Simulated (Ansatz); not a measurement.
**BeS: the crystal squeezed far**

One table from this session's results is given with a row withheld; the runs are named, their logs left out.

Program: Ansatz 0.2.0. Level of theory: DFT PBE, with the methods named in each step. These are calculated values, not measurements.

### The starting structure

It takes space group F-43m (No. 216, cubic). The conventional cell has a = 4.870 Å, b = 4.870 Å, c = 4.870 Å, α = 90.00°, β = 90.00°, γ = 90.00°. Be (site symmetry -43m) is surrounded by 4 S at 2.11 Å. Around S (site symmetry -43m) lie 4 Be at 2.11 Å.

As a file:

```
Be S
1.0
     0.00000    2.43515    2.43515
     2.43515    0.00000    2.43515
     2.43515    2.43515    0.00000
Be S
1 1
Direct
  0.00000 0.00000 0.00000
  0.25000 0.25000 0.25000
```

Whether this phase is the stable one at these pressures isn't tested.

Atoms are numbered in the order of the input: Be1, S2.

Set-up of the first run:

Contents of input.yaml:

```yaml
crystal:
  lattice:
    - [0.0, 2.4351516489, 2.4351516489]
    - [2.4351516489, 0.0, 2.4351516489]
    - [2.4351516489, 2.4351516489, 0.0]
  atoms:
    - { symbol: Be, position: [0.0, 0.0, 0.0] }
    - { symbol: S, position: [0.25, 0.25, 0.25] }
kpoints:
  mp_grid: { grid: [10, 10, 10] }
  band_path:
    path:
      - [0.0, 0.0, 0.0]
      - [-0.5, -0.5, 0.0]
      - [-0.375, -0.375, 0.25]
      - [-0.375, 0.0, 0.375]
      - [0.0, 0.0, 0.0]
      - [0.0, 0.0, 0.5]
      - [-0.5, -0.25, 0.25]
      - [-0.5, -0.5, 0.0]
    npoints: 14
scf:
  occupations: { method: fermi_dirac, width: 0.03 }
hamiltonian:
  xc: pbe
  pseudopotentials: { kind: all_electron, lapw: { basis_error: 0.001 } }
output:
  forces: true
  stress: true
  eigenvalues: true
  populations: true
```

Command:

```sh
> ansatz run input.yaml --threads 1 --pin off --max-ram 2048MiB --backend cpu --events-out ev --progress --plain --runs-dir out
```

Steps of the session up to this table: The reference volume, LAPW; Volume scaled by 1, norm-conserving; Volume scaled by 0.9, LAPW; Volume scaled by 0.55, LAPW; Volume scaled by 0.5, LAPW; Volume scaled by 0.5, norm-conserving.

One of the session's tables, all rows but one given; the rest of the session is left out.

| method | volume over the first | volume (Å³/atom) | pressure (GPa) | gap on the k mesh (eV) |
| --- | --- | --- | --- | --- |
| LAPW | 1 | ? | ? | ? |
| LAPW | 0.9 | 12.996 | 12.39 | 2.88 |
| LAPW | 0.55 | 7.942 | 168.70 | 0.99 |
| LAPW | 0.5 | 7.220 | 231.45 | 0.52 |
| PAW | 1 | 14.440 | 0.33 | 3.14 |
| PAW | 0.9 | 12.996 | 12.43 | 2.88 |
| PAW | 0.55 | 7.942 | 169.00 | 0.99 |
| PAW | 0.5 | 7.220 | 231.78 | 0.52 |
| norm-conserving | 1 | 14.440 | 0.33 | 3.14 |
| norm-conserving | 0.5 | 7.220 | 232.21 | 0.54 |

Estimate the missing values for LAPW, 1.

The run gave: volume (Å³/atom): 14.440; pressure (GPa): 0.31; gap on the k mesh (eV): 3.14.

To keep in mind: Warnings in the runs' records: stress scf threshold loose.
